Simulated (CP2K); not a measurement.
Au:

```
CELL_PARAMETERS angstrom
2.87792 0.00000 0.00000
1.43896 2.49236 0.00000
1.43896 0.83079 2.34982
ATOMIC_POSITIONS crystal
Au 0.00000 0.00000 0.00000
```

Base run:

```yaml
Program: CP2K 2026.2
Functional: PBE
Potentials_or_basis: POTENTIAL_UZH Au GTH-PBE-q11; TZVP-MOLOPT-PBE-GTH basis
Density_cutoff: 6803 eV
k_mesh: 11 × 11 × 11
Occupations: gaussian, width 0.026 eV
Spin: no spin polarisation
```

Its results: band gap on the k mesh none (metal or under the smearing width); pressure 16.3 GPa.

Problem. The run is repeated on the same cell with these changes: functional from PBE to PBEsol; occupations from gaussian, width 0.026 eV to fermi-dirac, width 0.05 eV. What comes out?

Solution. Band gap on the k mesh none (metal or under the smearing width); pressure 8.8 GPa.

Caveats: the basis of atomic orbitals isn't converged, which shifts pressures, moduli and gaps; so large a pressure means that the cell lies far from this level's equilibrium, or that cutoff or potentials fall short (some runs); the potentials were made for another functional, which shifts forces and pressure (some runs); spin-orbit coupling is left out, which moves the levels of the heavy elements (some runs).
